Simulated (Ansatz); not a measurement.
# HfC: frozen-core PAW against all-electron methods

```
CELL_PARAMETERS angstrom
3.85298 0.00000 0.00000
-1.92649 3.33678 0.00000
0.00000 0.00000 4.63752
ATOMIC_POSITIONS crystal
Hf 0.33333 0.66667 0.93956
Hf 0.66667 0.33333 0.43956
C 0.33333 0.66667 0.43644
C 0.66667 0.33333 0.93644
```

Atom numbers follow the list: Hf1, Hf2, C3, C4.

The cell was built from the wurtzite type and relaxed in the same program, and has space group P6_3mc; it needn't be a known or the stable phase.

No spin–orbit coupling, which matters for the heavy atoms here.

All numbers are computed: DFT, PBE, PAW with Ansatz's default frozen-core files, scalar-relativistic (Ansatz 0.2.0); DFT, PBE, all-electron PAW with datasets made for the crystal, scalar-relativistic (Ansatz 0.2.0); DFT, PBE, all-electron LAPW, scalar-relativistic (Ansatz 0.2.0).

For PAW: a Γ-centred 13×13×7 k mesh, Fermi–Dirac smearing of 0.08 eV, cutoff 420 eV, no spin polarisation. The crystal-made all-electron datasets (AE datasets) take a cutoff of 420 eV at this cell. LAPW targets a basis error of 1 meV/atom. The Ansatz runs share mesh, smearing and spin set-up. Plane-wave (PAW) pressures include the program's estimate of the Pulay term.

Stress and pressure are positive in compression.

Spin–orbit coupling is left out, which moves gradients at and beside heavy atoms by some per cent and at worst by a factor of two.

In a metal, gradients converge slowly with the k mesh: the values move by tens of per cent from one mesh to another, at times in sign, so only the comparison on one mesh counts.

Levels count from the Fermi level.

| quantity | PAW | AE datasets | LAPW |
| --- | --- | --- | --- |
| pressure (GPa) | 0.03 | 0.06 | 0.06 |
| highest filled level at L (eV) | -1.552 | -1.552 | -1.552 |
| lowest empty level at L (eV) | 2.427 | 2.426 | 2.426 |
| highest filled level at Γ (eV) | -1.886 | -1.887 | -1.887 |
| lowest empty level at Γ (eV) | 1.343 | 1.345 | 1.345 |
| highest filled level at H (eV) | -1.818 | -1.818 | -1.818 |
| lowest empty level at H (eV) | 1.514 | 1.513 | 1.513 |
| field gradient Vzz at Hf1 (10²¹ V/m²) | -20.34 | -20.26 | – |
